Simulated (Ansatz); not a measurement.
# Ir: stress in a strained cell

Ir is deformed so: equal xy, yz and zx engineering shear strains of +2 %. What stress and forces result, by LAPW, PAW and all-electron datasets made for the crystal?

Program: Ansatz 0.2.0. Level of theory: DFT PBE, scalar-relativistic. These are calculated values, not measurements.

## 1. The starting structure

It takes space group Fm-3m (No. 225, cubic). Conventional cell: a = 3.839 Å, b = 3.839 Å, c = 3.839 Å, α = 90.00°, β = 90.00°, γ = 90.00°. Ir (site symmetry m-3m) has 12 Ir at 2.71 Å as nearest neighbours.

Structure file:

```
CELL_PARAMETERS angstrom
0.00000 1.91970 1.91970
1.91970 0.00000 1.91970
1.91970 1.91970 0.00000
ATOMIC_POSITIONS crystal
Ir 0.00000 0.00000 0.00000
```

## 2. After the deformation

Space group Fm-3m before, R-3m after.

## 3. All-electron LAPW

Contents of input.yaml:

```yaml
crystal:
  lattice:
    - [0.038394, 1.938897, 1.938897]
    - [1.938897, 0.038394, 1.938897]
    - [1.938897, 1.938897, 0.038394]
  atoms:
    - { symbol: Ir, position: [0.0, 0.0, 0.0] }
kpoints:
  mp_grid: { grid: [15, 15, 15] }
  band_path:
    path:
      - [0.0, 0.0, 0.0]
      - [0.5, 0.5, 0.5]
      - [0.2451701269, 0.5, 0.7548298731]
      - [-0.2451701269, 0.2451701269, 0.5]
      - [0.0, 0.0, 0.5]
      - [0.0, 0.0, 0.0]
      - [-0.3725850634, 0.0, 0.3725850634]
      - [0.0, 0.3725850634, 0.6274149366]
      - [0.0, 0.5, 0.5]
    npoints: 5
scf:
  occupations: { method: fermi_dirac, width: 0.05 }
hamiltonian:
  xc: pbe
  pseudopotentials: { kind: all_electron, lapw: { basis_error: 0.0005 } }
output:
  forces: true
  stress: true
  eigenvalues: true
```

Run with:

```bash
ansatz run input.yaml --threads 1 --pin off --max-ram 3072MiB --backend cpu --events-out ev --progress --plain --runs-dir out
```

## 4. Frozen-core PAW

Contents of input.yaml:

```yaml
crystal:
  lattice:
    - [0.038394, 1.938897, 1.938897]
    - [1.938897, 0.038394, 1.938897]
    - [1.938897, 1.938897, 0.038394]
  atoms:
    - { symbol: Ir, position: [0.0, 0.0, 0.0] }
kpoints:
  mp_grid: { grid: [15, 15, 15] }
scf:
  occupations: { method: fermi_dirac, width: 0.05 }
hamiltonian:
  xc: pbe
  pseudopotentials: { kind: paw }
output:
  forces: true
  stress: true
  eigenvalues: true
  efg: { contact_densities: true }
```

## 5. All-electron PAW on datasets made for the crystal

Changes to input.yaml since step 4:

```diff
@@ -13,3 +13,3 @@
   xc: pbe
-  pseudopotentials: { kind: paw }
+  pseudopotentials: { kind: all_electron, datasets: crystal }
 output:
```

(Steps that only read results are left out.)

Before running it: what results should come out? Wanted: pressure; largest shear or deviatoric stress.

**Answer**, as computed:

| quantity | value |
| --- | --- |
| pressure | LAPW 9.45, PAW 9.52, crystal datasets 9.45 GPa |
| largest shear or deviatoric stress (LAPW) | 5.76 GPa |

The largest part of the stress beyond the pressure is 5.76 GPa in size. No run of the undeformed cell stands beside it, so the pressure holds what the given cell had before the change. PAW: stress within 0.07 GPa of LAPW. Crystal datasets: stress within 0.01 GPa of LAPW. Spin-orbit coupling is left out, though the cell holds Ir; in elements this heavy it can shift bands and gaps by tenths of an eV.
